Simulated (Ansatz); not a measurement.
Base system: LaAlO$_{3}$ (space group R-3c, No. 167).

```yaml
crystal:
  lattice:
    - [2.70656, 1.56263, 4.39782]
    - [-2.70656, 1.56263, 4.39782]
    - [0.00000, -3.12526, 4.39782]
  atoms:
    - { symbol: La, position: [0.25000, 0.25000, 0.25000] }
    - { symbol: La, position: [0.75000, 0.75000, 0.75000] }
    - { symbol: Al, position: [0.00000, 0.00000, 0.00000] }
    - { symbol: Al, position: [0.50000, 0.50000, 0.50000] }
    - { symbol: O, position: [0.78890, 0.71110, 0.25000] }
    - { symbol: O, position: [0.25000, 0.78890, 0.71110] }
    - { symbol: O, position: [0.71110, 0.25000, 0.78890] }
    - { symbol: O, position: [0.21110, 0.28890, 0.75000] }
    - { symbol: O, position: [0.75000, 0.21110, 0.28890] }
    - { symbol: O, position: [0.28890, 0.75000, 0.21110] }
```

Cartesian axes are those of the cell as printed.

All numbers come from plane-wave PAW DFT at the PBE level (Ansatz, a program for electronic structure, 420 eV), no spin-orbit coupling.

For the base:

Pressure: 0.00 GPa
Band gap: 4.02 eV

The change: compressive biaxial strain of 0.63 % in the plane normal to [001], as in epitaxy on a mismatched substrate; the out-of-plane cell vector and the atoms relax.

Question: What does the calculation give for the pressure after the change?

Answer: The pressure (mean of the normal stresses, compression positive) goes from zero to 1.77 GPa.

Question: What happens to the band gap?

Answer: The band gap decreases by 0.036 eV to 3.99 eV.

Gaps are Kohn–Sham eigenvalue differences; semilocal functionals usually give less than the measured gap. No phonon test of stability was made.
